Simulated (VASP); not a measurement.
# BaTe (Fm-3m) in VASP: RPA correlation energy with PBE

Aim: the RPA correlation energy of BaTe with PBE.

All numbers are computed with VASP 6.6.1; they aren't measurements. Logs are shortened: lines on timing, memory, paths and dates and some standing lists are left out, and cuts for length are marked.

### Step 1. The undisturbed crystal

It takes space group Fm-3m (No. 225, cubic). The conventional cell has a = 6.820 Å, b = 6.820 Å, c = 6.820 Å, α = 90.00°, β = 90.00°, γ = 90.00°. Ba (site symmetry m-3m) has 6 Te at 3.41 Å as nearest neighbours. Te (site symmetry m-3m) has 6 Ba at 3.41 Å as nearest neighbours.

### Step 2. RPA correlation energy, PBE (volume scaled by 0.96)

Contents of POSCAR:

```
BaTe
1.0
    0.0000000000      3.3639132694      3.3639132694
    3.3639132694      0.0000000000      3.3639132694
    3.3639132694      3.3639132694      0.0000000000
Ba Te
1 1
Direct
    0.0000000000      0.0000000000      0.0000000000
    0.5000000000      0.5000000000      0.5000000000
```

Contents of INCAR.step1:

```
PREC = Accurate
ENCUT = 350
EDIFF = 1E-8
ISMEAR = 0
SIGMA = 0.05
LREAL = False
LASPH = True
NELM = 60
ALGO = Fast
LWAVE = True
LCHARG = False
GGA = PE
```

Contents of INCAR.step2:

```
PREC = Accurate
ENCUT = 350
EDIFF = 1E-8
ISMEAR = 0
SIGMA = 0.05
LREAL = False
LASPH = True
NELM = 1
ALGO = EIGENVAL
LWAVE = False
LCHARG = False
GGA = PE
LHFCALC = True
AEXX = 1.0
ALDAC = 0.0
AGGAC = 0.0
ISTART = 1
PRECFOCK = Fast
```

Contents of INCAR.step3:

```
PREC = Accurate
ENCUT = 350
EDIFF = 1E-8
ISMEAR = 0
SIGMA = 0.05
LREAL = False
LASPH = True
NELM = 1
ALGO = Exact
LWAVE = True
LCHARG = False
GGA = PE
NBANDS = 1158
LOPTICS = True
ISTART = 1
```

Contents of INCAR.step4:

```
PREC = Accurate
ENCUT = 350
EDIFF = 1E-8
ISMEAR = 0
SIGMA = 0.05
LREAL = False
LASPH = True
NELM = 60
ALGO = ACFDT
LWAVE = False
LCHARG = False
GGA = PE
NBANDS = 1158
ENCUTGW = 250
NOMEGA = 8
ISTART = 1
PRECFOCK = Fast
```

Contents of KPOINTS:

```
regular mesh
0
Gamma
  4 4 4
```

Potentials or basis: VASP PAW PBE potentials, release 64 (Ba_sv_GW, Te_GW).

Command:

```console
$ cat potpaw_PBE.64/Ba_sv_GW/POTCAR potpaw_PBE.64/Te_GW/POTCAR > POTCAR
$ cp INCAR.step1 INCAR
$ mpirun -np 1 vasp_std > vasp.out
$ cp INCAR.step2 INCAR
$ mpirun -np 1 vasp_std > vasp.out
$ cp INCAR.step3 INCAR
$ mpirun -np 1 vasp_std > vasp.out
$ cp INCAR.step4 INCAR
$ mpirun -np 1 vasp_std > vasp.out
```

OUTCAR:

```text
PREC = Accurate
   ENCUT = 350
   EDIFF = 1E-8
   ISMEAR = 0
   LREAL = False
   LASPH = True
   NELM = 60
   GGA = PE
   ENCUTGW = 250
   ISTART = 1
   PRECFOCK = Fast

 ion  position               nearest neighbor table
   1  0.000  0.000  0.000-
   2  0.500  0.500  0.500-

  LATTYP: Found a face centered cubic cell.
 ALAT       =     6.7278265388

  Lattice vectors:

 A1 = (   0.0000000000,   3.3639132694,   3.3639132694)
 A2 = (   3.3639132694,   0.0000000000,   3.3639132694)
 A3 = (   3.3639132694,   3.3639132694,   0.0000000000)

Analysis of symmetry for initial positions (statically):
=====================================================================
 Subroutine PRICEL returns:
 Original cell was already a primitive cell.

 Routine SETGRP: Setting up the symmetry group for a
 face centered cubic supercell.

 Subroutine GETGRP returns: Found 48 space group operations
 (whereof 48 operations were pure point group operations)
 out of a pool of 48 trial point group operations.

The static configuration has the point symmetry O_h .

Analysis of symmetry for dynamics (positions and initial velocities):
=====================================================================
 Subroutine PRICEL returns:
 Original cell was already a primitive cell.

 Routine SETGRP: Setting up the symmetry group for a
 face centered cubic supercell.

 Subroutine GETGRP returns: Found 48 space group operations
 (whereof 48 operations were pure point group operations)
 out of a pool of 48 trial point group operations.

The dynamic configuration has the point symmetry O_h .

 Subroutine INISYM returns: Found 48 space group operations
 (whereof 48 operations are pure point group operations),
 and found     1 'primitive' translations

----------------------------------------------------------------------------------------

                                     Primitive cell

  volume of cell :      76.1315

  direct lattice vectors                    reciprocal lattice vectors
     0.000000000  3.363913269  3.363913269    -0.148636412  0.148636412  0.148636412
     3.363913269  0.000000000  3.363913269     0.148636412 -0.148636412  0.148636412
     3.363913269  3.363913269  0.000000000     0.148636412  0.148636412 -0.148636412

  length of vectors
     4.757291768  4.757291768  4.757291768     0.257445818  0.257445818  0.257445818

  position of ions in fractional coordinates (direct lattice)
     0.000000000  0.000000000  0.000000000
     0.500000000  0.500000000  0.500000000

  ion indices of the primitive-cell ions
   primitive index   ion index
                 1           1
                 2           2

----------------------------------------------------------------------------------------

 KPOINTS: regular mesh

Automatic generation of k-mesh.
 Grid dimensions read from file:
 generate k-points for:    4    4    4

 Generating k-lattice:

  Cartesian coordinates                     Fractional coordinates (reciprocal lattice)
    -0.037159103  0.037159103  0.037159103     0.250000000  0.000000000  0.000000000
     0.037159103 -0.037159103  0.037159103     0.000000000  0.250000000  0.000000000
     0.037159103  0.037159103 -0.037159103     0.000000000  0.000000000  0.250000000

  Length of vectors
     0.064361455  0.064361455  0.064361455

  Shift w.r.t. Gamma in fractional coordinates (k-lattice)
     0.000000000  0.000000000  0.000000000

 Subroutine IBZKPT returns following result:
 ===========================================

 Found      8 irreducible k-points:

 Following reciprocal coordinates:
            Coordinates               Weight
  0.000000  0.000000  0.000000      1.000000
  0.250000  0.000000  0.000000      8.000000
  0.500000  0.000000  0.000000      4.000000
  0.250000  0.250000  0.000000      6.000000
  0.500000  0.250000  0.000000     24.000000
 -0.250000  0.250000  0.000000     12.000000
  0.500000  0.500000  0.000000      3.000000
 -0.250000  0.500000  0.250000      6.000000
   k-points           NKPTS =      8   k-points in BZ     NKDIM =     64   number of bands    NBANDS=   1158
   number of dos      NEDOS =    301   number of ions     NIONS =      2
   total plane-waves  NPLWV =  27000
   dimension x,y,z NGX =    30 NGY =   30 NGZ =   30
   dimension x,y,z NGXF=    60 NGYF=   60 NGZF=   60
   ions per type =               1   1
   NGX,Y,Z   is equivalent  to a cutoff of  10.48, 10.48, 10.48 a.u.
   NGXF,Y,Z  is equivalent  to a cutoff of  20.97, 20.97, 20.97 a.u.
 SYSTEM =  unknown system
   PREC   = accura    normal or accurate (medium, high low for compatibility)
   ISTART =      1    job   : 0-new  1-cont  2-samecut
   ICHARG =      0    charge: 1-file 2-atom 10-const
   ISPIN  =      1    spin polarized calculation?
   LNONCOLLINEAR =      F non collinear calculations
   LSORBIT =      F    spin-orbit coupling
   LASPH  =      T    aspherical Exc in radial PAW
   ENCUT  =  350.0 eV  25.72 Ry    5.07 a.u.   7.26  7.26  7.26*2*pi/ulx,y,z
   NELM   =     60;   NELMIN=  2; NELMDL=  0     # of ELM steps
   EDIFF  = 0.1E-07   stopping-criterion for ELM
   LREAL  =      F    real-space projection
   EDIFFG = 0.1E-06   stopping-criterion for IOM
   NSW    =      0    number of steps for IOM
   IBRION =     -1    ionic relax: 0-MD 1-quasi-New 2-CG
   NFREE  =      0    steps in history (QN), initial steepest desc. (CG)
   ISIF   =      0    stress and relaxation
   ISYM   =      3    0-nonsym 1-usesym 2-fastsym
   POTIM  = 0.5000    time-step for ionic-motion
   TEBEG  =    0.0;   TEEND  =   0.0 temperature during run
   PSTRESS=    0.0 pullay stress
   NELECT =      16.0000    total number of electrons
   NUPDOWN=      -1.0000    fix difference up-down
   EMIN   =  10.00;   EMAX   =-10.00  energy-range for DOS
   EFERMI =   0.00;   METHOD = LEGACY
   ISMEAR =     0;   SIGMA  =   0.05  broadening in eV -4-tet -1-fermi 0-gaus
   EFERMI_NEDOS =   21; number of points for ismear=-14 and -15
   IALGO  =     38    algorithm
   IMIX   =      4    mixing-type and parameters
     AMIX     =   0.40;   BMIX     =  1.00
     AMIX_MAG =   1.60;   BMIX_MAG =  1.00
  volume/ion in A,a.u.               =      38.07       256.88
  Fermi-wavevector in a.u.,A,eV,Ry     =   0.973330  1.839327 12.889765  0.947371
  Thomas-Fermi vector in A             =   2.103701
   LORBIT       =      0    0 simple, 1 ext, 2 COOP (PROOUT), +10 PAW based schemes
   GGA     = PE    functional components
   LHFCALC =     T    Hartree Fock is set to
   PRECFOCK=fast      Normal, Fast or Accurate (Low or Medium for compatibility)
   ENCUT4O =  -1.0   cutoff for four orbital integrals eV
   NKREDX  =     1    reduce k-point grid by
   NKREDY  =     1    reduce k-point grid by
   NKREDZ  =     1    reduce k-point grid by
   AEXX    =    1.0000 exact exchange contribution
   HFSCREEN=    0.0000 screening length (either q_TF or 0.3 A-1)
   HFSCREENC=   0.0000 screening length for correlation (either q_TF or 0.3 A-1)
   ENCUTFOCK=  -1.0 apply spherical cutoff to Coloumb kernel
   IVDW    =     0    specifies the selected vdW correction
   LEPSILON=     F    determine dielectric tensor
   LRPA    =     F    only Hartree local field effects (RPA)
   LRPAFORCE           =     F    calculate RPA forces
   ENCUTGW             = 250.0    cutoff for response function in eV
   ENCUTGWSOFT         = 200.0    soft cutoff for Coulomb kernel in GW response function in eV
   ENCUTLF             =  -1.0    cutoff for local field effects
   NELMGW              =     1    number of iterations in solving QP/BSE equation
   NELMHF              =     1    number of iterations in the inner HF iteration
   NKREDLFX            =     1    NKREDLFY  =   1   NKREDLFZ  =   1
 non-spin polarized calculation
 Gauss-broadening in eV      SIGMA  =   0.05
  energy-cutoff  :      350.00
  volume of cell :       76.13
 maximum number of plane-waves:      1158
 NGX is ok and might be reduce to    30
  NGX = 16; NGY = 16; NGZ = 16
   NGX = 15   NGY = 15   NGZ = 15
 maximum number of plane-waves:       701

      cutoff energy     smooth cutoff   RPA   correlation   Hartree contr. to MP2
---------------------------------------------------------------------------------
            250.000           200.000      -20.7978672745      -30.0697170261
            238.095           190.476      -20.7092652773      -29.9753517167
            226.757           181.406      -20.6137666229      -29.8734193970
            215.959           172.768      -20.5108331529      -29.7632553729
            205.676           164.541      -20.4006377472      -29.6449481694
            195.882           156.705      -20.2822534350      -29.5173929087
            186.554           149.243      -20.1563956292      -29.3812384609
            177.670           142.136      -20.0212916187      -29.2344340844
  linear regression
  converged value                          -21.9585216561      -31.3191577048
```

Wall time 72 min (1 thread of Intel Xeon Platinum 8488C (Sapphire Rapids), shared host); peak memory 1.7 GiB.

What came out:

```yaml
Band_gap_on_the_k_mesh_mean-field_level: 1.31 eV, indirect (least direct gap 1.64 eV)
RPA_correlation_energy: -10.979 eV/atom
RPA_total_energy_per_cell: -39.199 eV
RPA_correlation_energy_per_cell: -21.959 eV
```

Caveat: spin-orbit coupling is left out, which moves the levels of the heavy elements.
